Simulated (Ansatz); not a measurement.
# W: the cost of one run

Program: Ansatz 0.2.0. Level of theory: DFT r2SCAN, scalar-relativistic, plane waves, PAW. These are calculated values, not measurements.

## (1) Starting point

The structure is orthorhombic, space group Cmmm (No. 65). The conventional cell has a = 3.165 Å, b = 4.476 Å, c = 33.904 Å, α = 90.00°, β = 90.00°, γ = 90.00°. W (site symmetry mm2) is surrounded by 6 W at 2.74 Å. W (site symmetry mm2) is surrounded by 8 W at 2.74 Å. Around W (site symmetry mmm) lie 8 W at 2.74 Å.

As a file:

```xyz
9
Lattice="1.5825 2.2380 0.0000 -1.5825 2.2380 0.0000 0.0000 0.0000 33.9039" Properties=species:S:1:pos:R:3 pbc="T T T"
W     0.0000    0.0000    8.0000
W     0.0000    2.2380   10.2380
W     0.0000    0.0000   12.4760
W     0.0000    2.2380   14.7140
W     0.0000    0.0000   16.9520
W     0.0000    2.2380   19.1900
W     0.0000    0.0000   21.4280
W     0.0000    2.2380   23.6660
W     0.0000    0.0000   25.9039
```

## (2) Relaxing the atoms: W9 slab, no spin

File input.yaml:

```yaml
crystal:
  lattice:
    - [1.5825, 2.2379929625, 0.0]
    - [-1.5825, 2.2379929625, 0.0]
    - [0.0, 0.0, 33.9039436996]
  atoms:
    - { symbol: W, position: [0.0, 0.0, 0.2359607505] }
    - { symbol: W, position: [0.5, 0.5, 0.3019705629] }
    - { symbol: W, position: [0.0, 0.0, 0.3679803752] }
    - { symbol: W, position: [0.5, 0.5, 0.4339901876] }
    - { symbol: W, position: [0.0, 0.0, 0.5] }
    - { symbol: W, position: [0.5, 0.5, 0.5660098124] }
    - { symbol: W, position: [0.0, 0.0, 0.6320196248] }
    - { symbol: W, position: [0.5, 0.5, 0.6980294371] }
    - { symbol: W, position: [0.0, 0.0, 0.7640392495] }
scf:
  occupations: { method: gaussian, width: 0.1 }
output:
  forces: true
  stress: false
  efg: {}
  write_density: true
  write_potential: true
  elf: true
  volumetric_format: npy
hamiltonian:
  xc: r2scan
efield:
  axis: 3
  dipole_correction: true
kpoints:
  mp_grid: { grid: [16, 16, 1] }
relax:
  f_tol: 0.005
```

The run is started by

```console
> ansatz run input.yaml --threads 4 --pin off --max-ram 10240MiB --backend cpu --events-out ev --progress --plain --runs-dir out
```

**Question.** How long does this run take on 4 threads of Arm Neoverse N1, shared host, and how much memory does it need?

About 15 min, with a peak of 2.5 GiB.
